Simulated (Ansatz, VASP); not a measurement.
Rb: VASP beside Ansatz

File INCAR:

```
SYSTEM = Rb
ALGO = Normal
EDIFF = 1E-6
ENCUT = 520
GGA = PE
ISIF = 2
ISMEAR = 0
LASPH = .True.
LCHARG = .False.
LREAL = .False.
LWAVE = .False.
NBANDS = 16
NELM = 100
PREC = Accurate
SIGMA = 0.05
```

File KPOINTS:

```
k-points
0
Gamma
  12 12 6
  0 0 0
```

The input POSCAR:

```
Rb
1.0
    5.0882069800      0.0000000000      0.0000000000
   -2.5441034900      4.4065165000      0.0000000000
    0.0000000000      0.0000000000      8.4420579800
Rb
2
Direct
    0.3333333300      0.6666666700      0.2500000000
    0.6666666700      0.3333333300      0.7500000000
```

Input for Ansatz:

```yaml
crystal:
  lattice:
    - [5.08820698, 0.0, 0.0]
    - [-2.54410349, 4.4065165, 0.0]
    - [0.0, 0.0, 8.44205798]
  atoms:
    - { symbol: Rb, position: [0.33333333, 0.66666667, 0.25] }
    - { symbol: Rb, position: [0.66666667, 0.33333333, 0.75] }
basis:
  ecutwfc: 420
kpoints:
  mp_grid: { grid: [12, 12, 6] }
hamiltonian:
  xc: pbe
scf:
  occupations: { method: gaussian, width: 0.05 }
output:
  forces: true
  eigenvalues: true
  eigenstates:
    nscf_kmesh: { grid: [30, 30, 14] }
    top_band: c6
    de_dk: true
    localisation: false
  stress: true
checkpoint:
  write: ck
  compress: false
  write_wavefunctions: false
  write_every: 100000
```

This isn't the form of Rb at room conditions, which is bcc.

Alike in both runs: task single point; functional PBE; k mesh 12 × 12 × 6; occupations gaussian, width 0.05 eV; no spin polarisation.

|  | VASP | Ansatz |
| --- | --- | --- |
| version | VASP 6.6.1 | Ansatz 0.2.0 |
| potentials or method | VASP PAW PBE potentials, release 64 (Rb_sv) | scalar-relativistic, plane waves, PAW |
| plane-wave cutoff (eV) | 520 | 420 |
| valence electrons in the cell | 18 | 18 |

|  | VASP | Ansatz | Ansatz less VASP |
| --- | --- | --- | --- |
| pressure (GPa) | -0.1 | -0.1 | 0.00 |
